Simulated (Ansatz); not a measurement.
Pt (hcp type), DFT, PBE, all-electron LAPW, scalar-relativistic (Ansatz 0.2.0), on 1 thread of AMD EPYC 7R43 64-Core Processor (Zen 3) (shared host).

Command: `ansatz run input.yaml --threads 1 --pin off --max-ram 2048MiB --backend cpu --events-out ev --progress --plain --runs-dir out`

```yaml
crystal:
  lattice:
    - [2.6758931777, 0.0, 0.0]
    - [-1.3379465889, 2.3173914697, 0.0]
    - [0.0, 0.0, 4.5748691432]
  atoms:
    - { symbol: Pt, position: [0.3333333333, 0.6666666667, 0.25] }
    - { symbol: Pt, position: [0.6666666667, 0.3333333333, 0.75] }
kpoints:
  mp_grid: { grid: [15, 15, 8] }
scf:
  occupations: { method: fermi_dirac, width: 0.05 }
hamiltonian:
  xc: pbe
  pseudopotentials: { kind: all_electron, lapw: { basis_error: 0.001 } }
output:
  forces: true
  stress: true
  eigenvalues: true
  populations: true
```

**Question.** How large is the problem that the program sets up?

**Answer.** 135 irreducible k-points, 337 plane waves at Γ, 51 bands.

**Question.** About how long does it take, and how much memory?

**Answer.** 49 s of wall time for 9 SCF iterations, with a peak of 0.69 GiB. Times on shared machines scatter by tens of per cent.
